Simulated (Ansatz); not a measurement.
Equation of state of CdS

```yaml
crystal:
  lattice:
    - [0.00000, 2.94295, 2.94295]
    - [2.94295, 0.00000, 2.94295]
    - [2.94295, 2.94295, 0.00000]
  atoms:
    - { symbol: Cd, position: [0.00000, 0.00000, 0.00000] }
    - { symbol: S, position: [0.75000, 0.75000, 0.75000] }
```

Structure from Materials Project entry mp-2469 (possibly hypothetical), not relaxed further.

Levels of theory: DFT, PBEsol, all-electron LAPW, scalar-relativistic (Ansatz 0.2.0); DFT, PBEsol, PAW with Ansatz's default frozen-core files, scalar-relativistic (Ansatz 0.2.0).

For LAPW: a Γ-centred 7×7×7 k mesh, Fermi–Dirac smearing of 0.02 eV, basis error target 0.5 meV/atom, no spin polarisation. PAW takes a cutoff of 420 eV at this cell (files made with PBE, cores remade for this functional). The Ansatz runs share mesh, smearing and spin set-up. Plane-wave (PAW) pressures include the program's estimate of the Pulay term.

The cell above is scaled evenly, with fractional coordinates and shape held.

Q: Estimate the equilibrium volume and bulk modulus that all-electron LAPW gives for this fixed shape.

A: V0 = 24.71 Å³/atom, B0 = 61 GPa, B0′ = 4.6, from a third-order Birch–Murnaghan fit to these pressures:
```csv
V/V(cell),V (Å³/atom),"P, LAPW (GPa)","P, PAW (GPa)","gap on the k mesh, LAPW (eV)","free energy over the lowest listed, PAW (meV/atom)"
0.9400,23.960,2.03,2.00,1.07,4.1
0.9600,24.469,0.61,0.58,1.03,0.0
0.9800,24.979,-0.65,-0.68,0.99,0.2
0.9900,25.234,-1.23,-1.26,0.97,1.7
1.0000,25.489,-1.78,-1.80,0.95,4.2
1.0100,25.744,-2.29,-2.32,0.93,7.4
1.0200,25.999,-2.78,-2.80,0.91,11.5
1.0400,26.508,-3.67,-3.69,0.87,21.9
1.0600,27.018,-4.47,-4.49,0.83,34.9
```

PAW's V0 lies -0.04 % from the all-electron value and its B0 0.1 %. Symmetry fixes shape and coordinates here, so this is the relaxed modulus.
